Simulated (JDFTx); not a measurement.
A run of JDFTx 1.7.0 (patched build) is set up as follows.

File AlN.in:

```
lattice \
    5.8827174260    -2.9413587130     0.0000000000 \
    0.0000000000     5.0945827342     0.0000000000 \
    0.0000000000     0.0000000000     9.4127258268
coords-type Cartesian
ion Al     2.9413587133     1.6981942446     4.7063629134 1
ion Al    -0.0000000003     3.3963884896     0.0000000000 1
ion N      2.9413587133     1.6981942446     8.2831987275 1
ion N     -0.0000000003     3.3963884896     3.5768358142 1

ion-species pseudo/Al.upf
ion-species pseudo/N.upf
elec-cutoff 42 336
elec-ex-corr lda-PW
kpoint-folding 10 10 6
elec-smearing Fermi 0.0018374661
elec-n-bands 14
electronic-SCF nIterations 100 energyDiffThreshold 1e-09
electronic-minimize nIterations 30 energyDiffThreshold 1e-7
converge-empty-states yes
forces-output-coords Cartesian

dump-name run.$VAR
dump End Ecomponents EigStats BandEigs Kpoints Forces Stress ElecDensity
```

Potentials or basis: PseudoDojo-SR-LDA-0.4.1-standard with smoothed tails.

Launch:

```bash
$ jdftx -c 1 -i AlN.in -o AlN.out
```

(1) Predict the pressure.

(2) Predict the Loewdin charges.

Results:

(1) -5.8 GPa.

(2) Al +1.07; N -1.00 e.

Caveat: the empty levels aren't tightly converged.

**The experiment to reproduce.**

“Self-assembly of well-separated AlN nanowires directly on sputtered metallic TiN films”, 2019, arxiv:1910.07391 quotes, for a bulk crystal of AlN at 10 K: band gap 6.034 eV (an exciton energy, a little under the gap).

A measured gap of AlN is 6.034 eV (an exciton energy, a little under the gap; 10 K; quoted in “Self-assembly of well-separated AlN nanowires directly on sputtered metallic TiN films”, 2019, arxiv:1910.07391); the calculated 4.26 eV misses it by -1.78 eV. 2 values of this kind are on record (6.034 to 6.0343 eV); this one was drawn at random. The value is that of LDA on a finite k mesh, which can miss the band edges, without temperature or zero-point motion. Semilocal functionals fall short of measured gaps as a rule.
